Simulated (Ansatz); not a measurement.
# SiC: the band gap up the ladder of functionals

One table from this session's results is given with a row withheld; the runs are named, their logs left out.

The runs shown are made with Ansatz 0.2.0. PAW datasets, plane waves. The values are computed, spin-unpolarised, and not measurements.

### The cell

The cell was relaxed beforehand with r2SCAN.

Space group F-43m (No. 216), cubic; a = 4.356 Å in the conventional setting, 10.33 Å³ an atom. Near Si stand 4 C at 1.89 Å; near C stand 4 Si at 1.89 Å.

Structure file:

```cif
data_structure
_symmetry_space_group_name_H-M 'F-43m'
_symmetry_Int_Tables_number 216
_cell_length_a 4.3561
_cell_length_b 4.3561
_cell_length_c 4.3561
_cell_angle_alpha 90.000
_cell_angle_beta 90.000
_cell_angle_gamma 90.000
_cell_volume 82.66
loop_
_atom_site_label
_atom_site_type_symbol
_atom_site_symmetry_multiplicity
_atom_site_Wyckoff_symbol
_atom_site_fract_x
_atom_site_fract_y
_atom_site_fract_z
_atom_site_occupancy
Si1 Si 4 a 0.00000 0.00000 0.00000 1
C1 C 4 d 0.25000 0.25000 0.75000 1
```

Set-up of the first run:

File input.yaml:

```yaml
crystal:
  lattice:
    - [0.0, 2.1780523525, 2.1780523525]
    - [2.1780523525, 0.0, 2.1780523525]
    - [2.1780523525, 2.1780523525, 0.0]
  atoms:
    - { symbol: Si, position: [0.0, 0.0, 0.0] }
    - { symbol: C, position: [0.25, 0.25, 0.25] }
kpoints:
  mp_grid: { grid: [10, 10, 10] }
  band_path:
    path:
      - [[0.0, 0.0, 0.0], [-0.5, -0.5, -4.912775056447e-34], [-0.375, -0.375, 0.25]]
      - [[-0.375, 3.219083054674e-17, 0.375], [0.0, 0.0, 0.0], [-1.387894276288e-17, -1.387894276288e-17, 0.5], [-0.5, -0.25, 0.25], [-0.5, -0.5, -4.912775056447e-34]]
    npoints: 10
hamiltonian:
  xc: pbe
scf:
  occupations: { method: fermi_dirac, width: 0.02 }
  n_extra_bands: 4
output:
  forces: true
  stress: true
  eigenvalues: true
  write_density: true
  write_potential: true
  elf: true
  volumetric_format: npy
```

On the command line:

```sh
$ ansatz run input.yaml --threads 4 --pin off --max-ram 7372MiB --backend cpu --events-out ev --progress --plain --runs-dir out
```

Steps of the session up to this table: PBE bands along the symmetry lines; r2SCAN; HSE06; PBE0 at the same geometry; LDA; G0W0 on PBE; One-shot GW from PBE; Single point with DDH-PBE0; r2SCANh; Hartree-Fock.

One of the session's tables, all rows but one given; the rest of the session is left out.

| level | gap (eV) |
| --- | --- |
| PBE | 1.36 |
| r2SCAN | 1.71 |
| HSE06 | 2.23 |
| PBE0 | 2.95 |
| LDA | 1.32 |
| G0W0@PBE (61 empty bands) | 2.11 |
| G0W0@PBE (153 empty bands) | 2.27 |
| DDH-PBE0 | 2.26 |
| r2SCANh | 2.29 |
| Hartree-Fock | ? |

Estimate the missing values for Hartree-Fock.

The run gave: gap (eV): 8.66. In the column «gap (eV)» it is the highest.

Meshes: PBE 10×10×10, r2SCAN 10×10×10, HSE06 8×8×8, PBE0 8×8×8, LDA 10×10×10, DDH-PBE0 8×8×8, r2SCANh 8×8×8, Hartree-Fock 8×8×8

Limits of these values: G0W0 here is at a finite number of bands, screening cutoff and k mesh, not at the basis limit. Warnings in the runs' records: stress scf threshold loose, stress exchange threshold loose.
